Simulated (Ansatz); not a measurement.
Set up this calculation in Ansatz 0.2.0, as the native input.

```yaml
Task: single point
Functional: PBEsol
Potentials_or_basis: Ansatz PAW
Cutoff: "420 eV (not typed: the program's choice for these potentials)"
k_mesh: 10 × 10 × 6
Occupations: fermi-dirac, width 0.05 eV
Spin: no spin polarisation
```

Ag:

```
Ag
1.0
     2.93000    0.00000    0.00000
    -1.46500    2.53745    0.00000
     0.00000    0.00000    4.79000
Ag
2
Direct
  0.66667 0.33333 0.75000
  0.33333 0.66667 0.25000
```

This isn't the form of Ag at room conditions, which is fcc.

One way to write it, as run:

input.yaml

```yaml
crystal:
  lattice:
    - [2.93, 0.0, 0.0]
    - [-1.465, 2.5374544331, 0.0]
    - [0.0, 0.0, 4.79]
  atoms:
    - { symbol: Ag, position: [0.6666666667, 0.3333333333, 0.75] }
    - { symbol: Ag, position: [0.3333333333, 0.6666666667, 0.25] }
hamiltonian:
  xc: pbesol
  pseudopotentials: { kind: paw }
kpoints:
  mp_grid: { grid: [10, 10, 6] }
scf:
  occupations: { method: fermi_dirac, width: 0.05 }
output:
  forces: true
  stress: true
  eigenvalues: true
```

Potentials or basis: Ansatz PAW.

Run with:

```sh
$ ansatz run input.yaml --threads 2 --pin off --max-ram 5632MiB --backend cpu --events-out ev --progress --plain --runs-dir out
```

Results of the run:

| Quantity | Value |
| --- | --- |
| Pressure | -6.1 GPa |
| Band gap on the k mesh | none (metal or under the smearing width) |

Caveat: the PAW data sets come from PBE, with cores solved anew for the run's functional, which leaves a small shift of forces and pressure.

Wall time 0.8 s on 2 threads of Intel(R) Xeon(R) Platinum 8488C (Sapphire Rapids), with other jobs on the host, peak memory 0.38 GiB.
